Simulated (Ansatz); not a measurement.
The system is InPd.

```
In Pd
1.0
     3.27188    0.00000    0.00000
     0.00000    3.27188    0.00000
     0.00000    0.00000    3.27188
In Pd
1 1
Direct
  0.00000 0.00000 0.00000
  0.50000 0.50000 0.50000
```

The cell comes from a database or a generator and needn't be the stable form of this composition.

```yaml
Program: Ansatz 0.2.0
Task: relaxation of cell and atoms
Functional: PBEsol
Dispersion: D3(BJ)
Potentials_or_basis: all-electron LAPW, scalar-relativistic
Basis_error_allowed: 0.001 eV/atom
k_mesh: 8 × 8 × 8
Occupations: fermi-dirac, width 0.05 eV
Spin: no spin polarisation
```

At the start: volume 17.51 Å³/atom.

**Question.** Where does the relaxation end?

**Answer.** Over 4 steps the energy falls by 26.7 meV/atom and the volume is 16.51 Å³/atom (-5.8 %); space group Pm-3m (No. 221, to 0.05 Å).

The path:
| step | energy change (eV) | largest force (eV/Å) | volume (Å³) |
| --- | --- | --- | --- |
| 1 | 0.0000 | 0.0000 | 35.03 |
| 2 | -0.0514 | 0.0000 | 33.38 |
| 3 | -0.0534 | 0.0000 | 33.01 |
| 4 | -0.0534 | 0.0000 | 33.01 |

Final structure:
```
In Pd
1.0
     3.20790    0.00000    0.00000
     0.00000    3.20790    0.00000
     0.00000    0.00000    3.20790
In Pd
1 1
Direct
  0.00000 0.00000 0.00000
  0.50000 0.50000 0.50000
```
